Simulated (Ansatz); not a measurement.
A Sn vacancy and a Te vacancy, 9.43 Å apart on the ideal sites in rocksalt SnTe, 62 atoms, charge 0

All numbers come from Ansatz (PAW, plane waves, no spin–orbit coupling) at the single k point (¼, ¼, ¼) without its symmetry partners. The atoms were relaxed with PBEsol in a fixed cell; other functionals are single points on those atoms unless said otherwise. The valence top and gap of the host come from the perfect supercell at Γ, which can miss a band edge that doesn't fold there, PBEsol gap 0.17 eV, r²SCAN gap 0.02 eV.

Cell: a = 12.569 Å, b = 12.569 Å, c = 12.569 Å, α = 90.00°, β = 90.00°, γ = 90.00°.

Nearest atoms after relaxation, from the placed atom (for vacancies from the middle of the vacant sites): Te at 1.53 Å, Sn at 1.70 Å, Sn at 3.31 Å, Sn at 3.31 Å, Te at 3.47 Å, Te at 3.51 Å, Sn at 3.54 Å, Sn at 3.58 Å.

Chemical potentials μ are those of reference phases of the elements at zero temperature by the same functional (the usual solids, diamond for C, grey Sn, and the molecules H2, N2, O2, F2, Cl2, Br2 and S8).

| functional | E(defect) − E(host) − Σ nμ + q·E_VBM (eV) | monopole (eV) | alignment (eV) | formation energy at E_F = VBM (eV) | moment (μB) | wall time, shared host |
| --- | --- | --- | --- | --- | --- | --- |
| PBEsol | 2.39 | 0.00 | 0.00 | 2.39 | 0 (no spin) | 34 s on NVIDIA H100 (relaxation) |
| r²SCAN | 1.80 | 0.00 | 0.00 | 1.80 | 0 (no spin) | 17 s on NVIDIA H100 |

r²SCAN one-electron levels near the gap (the ten most localised at most), from the host's valence top:

```
level (eV)  spin  filling  atoms sharing it  element of the atom with most weight
      0.17  both     0.00              24.5                                spread
      0.27  both     0.00              38.7                                spread
```

The charge sits partly or wholly in a band of the host, at the cell's one k point and not at the band edge, so the formation energy is too high and the charge correction doesn't apply as it stands.

The runs had no spin polarisation though PBEsol leaves holes or close levels at the Fermi level; a state of higher spin may be lower.

All elements are taken at their own reference at once; growth conditions in equilibrium with the host shift these energies, by up to the host's formation enthalpy.

One k point and a cell of this size can leave errors of several tenths of an eV in such numbers.
